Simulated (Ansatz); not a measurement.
# TaSi2As4 bilayer (AB) in a perpendicular field, part 2 of 3

What dipole does a perpendicular field induce in the TaSi2As4 bilayer (AB)? A positive field points along +c.

Ansatz 0.2.0; plane-wave DFT, PBE-D3(BJ), Ansatz PAW.

So far. Step 2 (Relaxation): The lattice constant a goes from 3.630 to 3.633 Å.

## (3) Atoms held, field 0, start network

A sawtooth potential applies the field, turning back in the middle of the vacuum. With the dipole correction the typed value is the field outside the slab. The induced dipole is small, so the SCF threshold is tight.

The cell differs from the one that the last finished run ended in (c 74.577 → 40.858 Å).

File input.yaml:

```yaml
crystal:
  lattice:
    - [3.6329578002, 0.0, 0.0]
    - [-1.8164789001, 3.1462337459, 0.0]
    - [0.0, 0.0, 40.8581815492]
  atoms:
    - { symbol: As, position: [0.0, 0.0, 0.2202741204] }
    - { symbol: Si, position: [0.3333333333, 0.6666666667, 0.2471899006] }
    - { symbol: As, position: [0.3333333333, 0.6666666667, 0.3045644881] }
    - { symbol: Ta, position: [0.0, 0.0, 0.3422213078] }
    - { symbol: As, position: [0.3333333333, 0.6666666667, 0.3797225377] }
    - { symbol: Si, position: [0.3333333333, 0.6666666667, 0.4370751408] }
    - { symbol: As, position: [0.0, 0.0, 0.4639856297] }
    - { symbol: As, position: [0.3333333333, 0.6666666667, 0.5360267724] }
    - { symbol: Si, position: [0.6666666667, 0.3333333333, 0.5628638325] }
    - { symbol: As, position: [0.6666666667, 0.3333333333, 0.6202716476] }
    - { symbol: Ta, position: [0.3333333333, 0.6666666667, 0.6577834553] }
    - { symbol: As, position: [0.6666666667, 0.3333333333, 0.695431775] }
    - { symbol: Si, position: [0.6666666667, 0.3333333333, 0.7528065755] }
    - { symbol: As, position: [0.3333333333, 0.6666666667, 0.7797258796] }
kpoints:
  mp_grid: { grid: [18, 18, 1] }
  band_path:
    path: [[0, 0, 0], [0.5, 0, 0], [0.33333333, 0.33333333, 0], [0, 0, 0]]
    npoints: 16
hamiltonian:
  xc: pbe
  dispersion: d3bj
scf:
  occupations: { method: fermi_dirac, width: 0.02585 }
  convergence: { dr2_threshold: 1.0e-10 }
efield:
  axis: 3
  dipole_correction: true
  ramp_position: 0.97
  ramp_width: 0.06
  amplitude: 0
output:
  dos: { projected: true, e_range: [-6, 5] }
  bader: true
  write_potential: true
  write_density: true
  volumetric_format: npy
  elf: true
```

Command:

```console
$ ansatz run input.yaml --threads 4 --pin off --max-ram 12288MiB --backend cpu --events-out ev --progress --plain --runs-dir out
```

Numbers of over 12 decimals in the logs are rounded to 6 here.

The program printed:

```text
[...]
Crystal: 14 atoms, lattice volume = 467.015 Å³
Basis set: ecut = 420 eV, 9017 PW (Γ)
Bands: 98, of which v1, the nominal top of the filled ones, is band 81 counted from 1 (80 counted from 0)
Symmetry: 6 space group operations
[...]
k-points: 37 of 324 (time reversal used)
[...]
SCF iter   1: F=—  HF=-61263.882844 eV  |F-HF|=—  |Δ(HF+E_count)|=         —  Δρ=3.65e-3  dr2=3.63e-1  ethr=1.77e-3  p=0.003 e·Å  D=1.25e-3 V/Å  ΔV_dip=-0.05 eV  dr2_dipole=1.11e-1  V_vac-E_F(+/−)=4.87/4.93 eV  ⟨swp⟩=7.4  Hψ=14507  notcnv=0  defer=146
efield: sawtooth ramp at fractional position 0.9700 (set: `efield.ramp_position`, or a place that a band, a saddle search or an elastic batch's reference lends), width 0.0600; the density the first Hamiltonian is built on has a dipole p = 0.003 e·Å; the dipole correction subtracts the counter field D = 1.25e-3 V/Å, which shifts the + side's vacuum level by -0.05 eV against the − side's; the planar-averaged density in the ramp window peaks in size at 1.1e-5 e/Å³
[...]
SCF iter   2: F=—  HF=-61263.879736 eV  |F-HF|=—  |Δ(HF+E_count)|=   3.11e-3  Δρ=1.40e-3  dr2=4.83e-2  ethr=2.24e-4  p=-0.001 e·Å  D=-5.21e-4 V/Å  ΔV_dip=0.02 eV  dr2_dipole=2.42e-3  V_vac-E_F(+/−)=5.00/4.97 eV  ⟨swp⟩=2.4  Hψ=4858  notcnv=0  defer=388
[...]
SCF iter  12: F=-61263.873674 eV  HF=-61263.873674 eV  |F-HF|=4.37e-11  |Δ(HF+E_count)|=  7.28e-11  Δρ=5.94e-8  dr2=2.95e-11  ethr=1.00e-12  p=-0.000 e·Å  D=-8.25e-5 V/Å  ΔV_dip=0.00 eV  dr2_dipole=6.09e-13  V_vac-E_F(+/−)=4.94/4.94 eV  ⟨swp⟩=11.0  Hψ=14853  notcnv=0
SCF 1 converged in 12 iterations: F = -61263.873674 eV  dr2 = 2.95e-11
[...]
NSCF: frozen V_eff on 49 k-points
efield: sawtooth ramp at fractional position 0.9700 (kept from the solve that this one continues, or follows in the run), width 0.0600; the density the first Hamiltonian is built on has a dipole p = -0.000 e·Å; the dipole correction subtracts the counter field D = -8.25e-5 V/Å, which shifts the + side's vacuum level by +0.00 eV against the − side's; the planar-averaged density in the ramp window peaks in size at 2.6e-6 e/Å³
[...]
SCF converged after 12 iterations
Free energy (F): -61263.873674 eV
[...]
Internal energy: -61263.861890 eV  (E = F + TS)
E sigma→0 (E₀):  -61263.867782 eV
Entropy (-TS):   -0.011784 eV (-0.842 meV/atom)
Fermi energy:    4.300089 eV
Dipole field:    D = -0.000083 V/Å  (p = -0.000215 e·Å, saw-weighted, corrected)
Work function:   Φ+ = 4.9425 eV   Φ− = 4.9391 eV
Levels:          The Fermi level and band energies are counted from a zero that moves with the ramp; work functions are not
[...]
--- Band table (eV; the first three rows and the last of 37) ---
  k-point 0: bands = [... 77 lower, 4.0260, 4.0428, 4.0428, 4.5235, 4.9771, 6.5867, 6.6143, 6.7095, ... 13 higher]
  k-point 1: bands = [... 77 lower, 3.9569, 3.9600, 3.9781, 4.5722, 4.9461, 6.8335, 6.8647, 6.9324, ... 13 higher]
  k-point 2: bands = [... 77 lower, 3.7840, 3.8043, 3.8092, 4.5804, 4.8188, 6.6593, 6.7615, 6.7662, ... 13 higher]
  k-point 36: bands = [... 77 lower, 2.5800, 3.4099, 3.4180, 5.0207, 5.0548, 5.7125, 5.8795, 5.9911, ... 13 higher]
--- Bader charges: 14 sites ---
  site symbol  charge [e]  shift [e]
     0     As     -0.7243     0.0052
     1     Si      1.0197     0.0081
     2     As     -0.9599     0.0049
     3     Ta      1.3306     0.0041
     4     As     -0.9532     0.0045
     5     Si      1.0122     0.0077
     6     As     -0.7257     0.0053
     7     As     -0.7229     0.0054
     8     Si      1.0105     0.0078
     9     As     -0.9533     0.0044
    10     Ta      1.3309     0.0040
    11     As     -0.9599     0.0049
    12     Si      1.0194     0.0081
    13     As     -0.7240     0.0052
  estimated error of the sums over rays = 8.3e-4 e
```

Elapsed: 2.9 min, on 4 threads of Arm Neoverse V1, shared host; peak memory 2.6 GiB; 12 min of CPU time.

Numbers from this step:

```
energy at zero smearing   : -61263.8678 eV
work function, upper face : 4.943 eV
dipole along the normal   : -2.15e-4 e·Å
```

Running mean over a fixed 2.7 Å (it still follows the layers) of the planar mean; the ramp of the sawtooth is left out. The electron's electrostatic potential energy less the Fermi level by z:

z (Å), electron's electrostatic potential energy less the Fermi level (eV) and a bar from the least value:
```
        4       4.94 ##############################
        5       4.94 ##############################
        6       4.89 ##############################
        7       4.03 ############################
        8       1.21 #####################
        9      -3.79 #########
       10      -4.65 #######
       11      -3.14 ##########
       12      -1.37 ###############
       13      -5.73 ####
       14      -7.37 
       15      -5.62 ####
       16      -1.38 ###############
       17      -3.34 ##########
       18      -4.81 ######
       19      -3.78 #########
       20       0.17 ##################
       21      -0.07 ##################
       22      -4.34 #######
       23      -4.57 #######
       24      -2.87 ###########
       25      -1.60 ##############
       26      -6.12 ###
       27      -7.34 
       28      -5.11 ######
       29      -1.26 ###############
       30      -3.54 #########
       31      -4.85 ######
       32      -3.13 ##########
       33       1.72 ######################
       34       4.32 ############################
       35       4.91 ##############################
       36       4.94 ##############################
       37       4.94 ##############################
```

The density of states has structure finer than the step of the table below, so its rows give means over 0.25 eV, whole bins alone (the curve runs from -6 to 1.99 eV). Peaks (eV: height): -4.180: 17.6, -4.070: 14.4, -3.550: 16.3, -2.310: 16.4, -1.890: 19.7, -1.590: 15.9, -1.230: 17.4.

The density of states by energy, zero at the Fermi level; means over each step:

| energy (eV) | density of states (states/eV a cell) |
| --- | --- |
| -5.75 | 1.29 |
| -5.50 | 2.57 |
| -5.25 | 1.26 |
| -5.00 | 4.15 |
| -4.75 | 8.99 |
| -4.50 | 7.82 |
| -4.25 | 8.39 |
| -4.00 | 8.46 |
| -3.75 | 5.08 |
| -3.50 | 8.61 |
| -3.25 | 6.25 |
| -3.00 | 8.00 |
| -2.75 | 10.1 |
| -2.50 | 9.25 |
| -2.25 | 10.7 |
| -2.00 | 11.2 |
| -1.75 | 10.8 |
| -1.50 | 11.3 |
| -1.25 | 12.3 |
| -1.00 | 11.3 |
| -0.75 | 5.81 |
| -0.50 | 2.58 |
| -0.25 | 4.70 |
| 0.00 | 5.77 |
| 0.25 | 3.33 |
| 0.50 | 1.67 |
| 0.75 | 0.367 |
| 1.00 | 0 |
| 1.25 | 1.04 |
| 1.50 | 5.93 |
| 1.75 | 5.69 |

Projected DOS per atom over height of the atomic layer and energy from the Fermi level. Layers: As Si As Ta As Si As As Si As Ta As Si As from below.

Values in states/eV, 22 rows by 14 columns, each cell a mean:
```
0.40 0.50 0.13 0.61 0.15 0.45 0.32 0.33 0.45 0.13 0.62 0.14 0.51 0.40
0.23 0.33 0.12 0.60 0.17 0.52 0.35 0.31 0.48 0.15 0.54 0.11 0.31 0.21
0.00 0.00 0.00 0.01 0.00 0.06 0.05 0.02 0.03 0.01 0.01 0.00 0.00 0.00
0.01 0.01 0.01 0.19 0.02 0.01 0.02 0.02 0.01 0.02 0.20 0.01 0.01 0.01
0.07 0.05 0.07 0.89 0.07 0.06 0.08 0.08 0.06 0.07 0.88 0.07 0.05 0.07
0.09 0.10 0.18 1.86 0.18 0.10 0.09 0.10 0.11 0.18 1.85 0.19 0.10 0.09
0.09 0.05 0.31 0.87 0.30 0.04 0.08 0.08 0.04 0.31 0.86 0.32 0.05 0.10
0.28 0.10 0.55 0.81 0.56 0.10 0.35 0.37 0.11 0.56 0.83 0.55 0.11 0.29
0.77 0.23 1.32 1.37 1.24 0.27 0.87 0.91 0.29 1.23 1.41 1.32 0.24 0.80
0.99 0.26 1.00 1.07 0.95 0.27 0.65 0.67 0.27 1.02 1.09 0.99 0.26 0.95
1.37 0.51 0.82 1.04 0.80 0.41 0.81 0.81 0.42 0.82 0.98 0.82 0.51 1.35
0.98 0.48 0.70 0.64 0.64 0.49 0.94 0.90 0.48 0.62 0.64 0.75 0.49 1.04
0.86 0.60 0.64 0.52 0.72 0.51 0.89 0.87 0.53 0.66 0.52 0.59 0.59 0.82
0.65 0.49 0.59 0.64 0.71 0.53 0.83 0.81 0.56 0.71 0.65 0.62 0.52 0.65
0.50 0.47 0.43 0.50 0.43 0.46 0.55 0.56 0.45 0.42 0.48 0.41 0.46 0.50
0.47 0.39 0.46 0.53 0.48 0.41 0.56 0.55 0.39 0.49 0.54 0.47 0.38 0.47
0.53 0.55 0.78 0.64 0.65 0.47 0.53 0.54 0.48 0.69 0.65 0.77 0.56 0.53
0.38 0.45 0.71 0.53 0.67 0.43 0.43 0.43 0.42 0.68 0.51 0.70 0.43 0.36
0.50 0.58 0.70 0.50 0.83 0.69 0.63 0.63 0.68 0.83 0.53 0.74 0.62 0.52
0.13 0.13 0.17 0.14 0.23 0.25 0.24 0.24 0.23 0.19 0.10 0.14 0.12 0.12
0.15 0.14 0.11 0.03 0.08 0.11 0.17 0.16 0.11 0.08 0.03 0.11 0.14 0.15
0.12 0.12 0.06 0.02 0.04 0.09 0.11 0.11 0.09 0.04 0.02 0.06 0.11 0.12
```
Columns: height of the atomic layer (Å) from 9 to 31.9 (not evenly spaced); rows upwards: energy from the Fermi level (eV) from -5.96 to 1.96.

The electronic bands at the labelled points (eV, zero at the Fermi level):

| point | band 77 | band 78 | band 79 | band 80 | band 81 | band 82 | band 83 | band 84 |
| --- | --- | --- | --- | --- | --- | --- | --- | --- |
| Γ | -0.27 | -0.27 | -0.26 | -0.26 | 0.22 | 0.68 | 2.29 | 2.31 |
| halfway | -1.11 | -1.04 | -1.03 | -0.95 | -0.12 | -0.08 | 1.64 | 1.87 |
| M | -1.72 | -1.64 | -0.66 | -0.63 | -0.31 | -0.29 | 1.20 | 1.35 |
| halfway | -1.75 | -1.56 | -1.20 | -1.06 | 0.14 | 0.17 | 1.62 | 1.74 |
| K | -1.74 | -1.72 | -0.89 | -0.88 | 0.72 | 0.75 | 1.41 | 1.58 |
| halfway | -1.22 | -1.12 | -1.08 | -0.93 | -0.07 | -0.05 | 2.18 | 2.19 |
| Γ | -0.27 | -0.27 | -0.26 | -0.26 | 0.22 | 0.68 | 2.29 | 2.31 |

Valence density in the ca plane at fractional y = 0.667, with atoms of Si and As and Ta within 0.2 Å of it. It is the smooth field of the valence electrons, not physical close to the nuclei.

Ten steps, logarithmic in the rise over the least value, from '0' (0 e/Å³) to '9' (24 e/Å³), each cell a mean:
```
00000000000000000001111110000011111111100000
00000000000000000001111100000001112111000000
00000000000000000001111110000111111111110000
00000000000000000000112211111232211122321111
00000000000000000000112111223675211125763221
00000000000000000000111002224897311137995222
00000000000000000000111112224797311136984222
00000000000000000000112211112453211123442111
00000000000000000001111111001122111112211101
```
Columns run along c (16.0 Å, from fractional 0.04 to 0.43 of the cell), rows up along a (3.6 Å). Atoms in or near the plane, at fractional coordinates: Si at (0.25, 0.33), As at (0.30, 0.33), As at (0.38, 0.33).

Electrostatic potential energy in the ca plane at fractional y = 0.667, with atoms of Si and As and Ta within 0.2 Å of it. With pseudopotentials it is smooth inside the atoms' cores, unlike the true potential.

Ten even steps from '0' (-43 eV) to '9' (9 eV), each cell a mean:
```
99999999988889999999998777899999999988789999
99999999987789999999998767899999999988789999
99999999988888899999998877889999999888889999
99999999999876688987678888876788986678899999
99999999998731148867866898768767851137899998
99999999998500027769985898689966720005899998
99999999998610027768986898679967730015899998
99999999999853468866667888766668864357899999
99999999998888889998888888888889988888899999
```
Columns run along c (16.0 Å, from fractional 0.13 to 0.52 of the cell; values clipped at the 3rd and 97th percentile), rows up along a (3.6 Å). Atoms in or near the plane, at fractional coordinates: Si at (0.25, 0.33), As at (0.30, 0.33), As at (0.38, 0.33), Si at (0.44, 0.33).

ELF in the ca plane at fractional y = 0.667, with atoms of Si and As and Ta within 0.2 Å of it. It is the smooth field of the valence electrons, not physical close to the nuclei.

Ten even steps from '0' (0.00) to '9' (0.89), each cell a mean:
```
00001256776666421123442111234321024566666300
00001357776555310012321121123210013455676410
00000135666677532235663211356542235777665201
00000012345788765567776323677765566887642126
00000000124665478865466424664567874566420148
00000000013433479852236424542258984434310169
00000000013543379863246424642368974345310169
00000001235787667766677424676667776787531037
00000124556788643456775212577754346887653113
```
Columns run along c (16.0 Å, from fractional 0.13 to 0.52 of the cell), rows up along a (3.6 Å). Atoms in or near the plane, at fractional coordinates: Si at (0.25, 0.33), As at (0.30, 0.33), As at (0.38, 0.33), Si at (0.44, 0.33).

The work function of the upper face is 4.94 eV.

## (4) Single point, field 0.1 V/Å

Changes to input.yaml since step 3:

```diff
@@ -36,6 +36,4 @@
   ramp_width: 0.06
-  amplitude: 0
+  amplitude: 0.1
 output:
-  dos: { projected: true, e_range: [-6, 5] }
-  bader: true
   write_potential: true
@@ -43,2 +41 @@
   volumetric_format: npy
-  elf: true
```

The program printed:

```text
[...]
Crystal: 14 atoms, lattice volume = 467.015 Å³
Basis set: ecut = 420 eV, 9017 PW (Γ)
Bands: 98, of which v1, the nominal top of the filled ones, is band 81 counted from 1 (80 counted from 0)
Symmetry: 6 space group operations
[...]
k-points: 37 of 324 (time reversal used)
[...]
k-point 0: bands = [... 77 lower, 4.0241, 4.0443, 4.0443, 4.5232, 4.9768, 6.5840, 6.6158, 6.6916, ... 13 higher]
  k-point 1: bands = [... 77 lower, 3.9583, 3.9591, 3.9794, 4.5719, 4.9459, 6.8321, 6.8645, 6.9148, ... 13 higher]
  k-point 2: bands = [... 77 lower, 3.7826, 3.8052, 3.8100, 4.5798, 4.8188, 6.6588, 6.7423, 6.7842, ... 13 higher]
  k-point 36: bands = [... 77 lower, 2.5919, 3.3987, 3.4287, 5.0185, 5.0566, 5.7160, 5.8723, 5.9905, ... 13 higher]
[key lines of the parts left out:]
SCF converged after 13 iterations
Free energy (F): -61263.881531 eV
Fermi energy:    4.299749 eV
Dipole field:    D = 0.060970 V/Å  (p = 0.157356 e·Å, saw-weighted, corrected)
```

Wall time 2.3 min (4 threads); peak memory 2.3 GiB.

The dipole is 0.157 e·Å.

## (5) Atoms held, field -0.1 V/Å

Changes to input.yaml since step 4:

```diff
@@ -36,3 +36,3 @@
   ramp_width: 0.06
-  amplitude: 0.1
+  amplitude: -0.1
 output:
```

The program printed:

```text
[...]
Crystal: 14 atoms, lattice volume = 467.015 Å³
Basis set: ecut = 420 eV, 9017 PW (Γ)
Bands: 98, of which v1, the nominal top of the filled ones, is band 81 counted from 1 (80 counted from 0)
Symmetry: 6 space group operations
[...]
k-points: 37 of 324 (time reversal used)
[...]
k-point 0: bands = [... 77 lower, 4.0258, 4.0428, 4.0428, 4.5231, 4.9769, 6.5862, 6.6121, 6.6971, ... 13 higher]
  k-point 1: bands = [... 77 lower, 3.9558, 3.9597, 3.9781, 4.5720, 4.9458, 6.8337, 6.8622, 6.9177, ... 13 higher]
  k-point 2: bands = [... 77 lower, 3.7838, 3.8042, 3.8084, 4.5803, 4.8185, 6.6589, 6.7449, 6.7812, ... 13 higher]
  k-point 36: bands = [... 77 lower, 2.5717, 3.4070, 3.4208, 5.0222, 5.0525, 5.7082, 5.8860, 5.9911, ... 13 higher]
[key lines of the parts left out:]
SCF converged after 14 iterations
Free energy (F): -61263.881574 eV
Fermi energy:    4.299883 eV
Dipole field:    D = -0.061138 V/Å  (p = -0.157790 e·Å, saw-weighted, corrected)
```

Elapsed: 2.3 min, on 4 threads; peak memory 2.3 GiB.

The dipole is -0.158 e·Å.

## (6) Atoms held, field 0.5 V/Å

Changes to input.yaml since step 5:

```diff
@@ -34,5 +34,5 @@
   dipole_correction: true
-  ramp_position: 0.97
-  ramp_width: 0.06
-  amplitude: -0.1
+  ramp_position: 0.9329
+  ramp_width: 0.1343
+  amplitude: 0.5
 output:
```

The program printed:

```text
[...]
Crystal: 14 atoms, lattice volume = 467.015 Å³
Basis set: ecut = 420 eV, 9017 PW (Γ)
Bands: 98, of which v1, the nominal top of the filled ones, is band 81 counted from 1 (80 counted from 0)
Symmetry: 6 space group operations
[...]
k-points: 37 of 324 (time reversal used)
[...]
k-point 0: bands = [... 77 lower, 4.0054, 4.0538, 4.0538, 4.5158, 4.9702, 6.5342, 6.6128, 6.6289, ... 13 higher]
  k-point 1: bands = [... 77 lower, 3.9404, 3.9645, 3.9876, 4.5636, 4.9399, 6.7791, 6.8330, 6.8707, ... 13 higher]
  k-point 2: bands = [... 77 lower, 3.7662, 3.8108, 3.8111, 4.5703, 4.8137, 6.6263, 6.6632, 6.8374, ... 13 higher]
  k-point 36: bands = [... 77 lower, 2.6324, 3.3508, 3.4684, 5.0034, 5.0569, 5.7224, 5.8352, 5.9817, ... 13 higher]
[key lines of the parts left out:]
SCF converged after 15 iterations
Free energy (F): -61264.070560 eV
Fermi energy:    4.292445 eV
Dipole field:    D = 0.305289 V/Å  (p = 0.787917 e·Å, saw-weighted, corrected)
```

It took 2.4 min on 4 threads; peak memory 2.3 GiB.

The dipole is 0.788 e·Å.

## (7) Atoms held, field -0.3 V/Å

Changes to input.yaml since step 6:

```diff
@@ -34,6 +34,8 @@
   dipole_correction: true
-  ramp_position: 0.9329
-  ramp_width: 0.1343
-  amplitude: 0.5
+  ramp_position: 0.97
+  ramp_width: 0.06
+  amplitude: -0.3
 output:
+  dos: { projected: true, e_range: [-6, 5] }
+  bader: true
   write_potential: true
@@ -41 +43,2 @@
   volumetric_format: npy
+  elf: true
```

The program printed:

```text
[...]
Crystal: 14 atoms, lattice volume = 467.015 Å³
Basis set: ecut = 420 eV, 9017 PW (Γ)
Bands: 98, of which v1, the nominal top of the filled ones, is band 81 counted from 1 (80 counted from 0)
Symmetry: 6 space group operations
[...]
k-points: 37 of 324 (time reversal used)
[...]
2     As     -0.9638     0.0052
     3     Ta      1.3322     0.0040
     4     As     -0.9533     0.0045
     5     Si      1.0126     0.0077
     6     As     -0.7264     0.0053
     7     As     -0.7223     0.0054
     8     Si      1.0101     0.0078
     9     As     -0.9530     0.0044
    10     Ta      1.3291     0.0041
    11     As     -0.9556     0.0045
    12     Si      1.0225     0.0079
    13     As     -0.7486     0.0053
  estimated error of the sums over rays = 8.0e-4 e
[key lines of the parts left out:]
SCF converged after 14 iterations
Free energy (F): -61263.944647 eV
Fermi energy:    4.297824 eV
Dipole field:    D = -0.183263 V/Å  (p = -0.472981 e·Å, saw-weighted, corrected)
```

The job ended after 3.1 min (4 threads; peak memory 2.6 GiB).

The dipole is -0.473 e·Å.

[end of part 2 of 3]

[Logs are printed without paths, hosts, clocks, repeated set-up lines and the standing remarks that a program may print on its own settings, such as how far it seeks lower states.]

[Hosts, paths, dates, database ids (printed as entryN), source tags and the programs' standing remarks are cut or masked in the printed files.]

[Maps of the electrostatic potential energy from Ansatz leave out the sawtooth potential of an applied field or a dipole correction, so their vacuum need not be flat; planar profiles and work functions include it.]

[The density of states shown here was stored with 400 of the rows of the run's finer table, so its peaks can read low, often by over a quarter, or be missed, and its means over a window can be off by a tenth or more.]
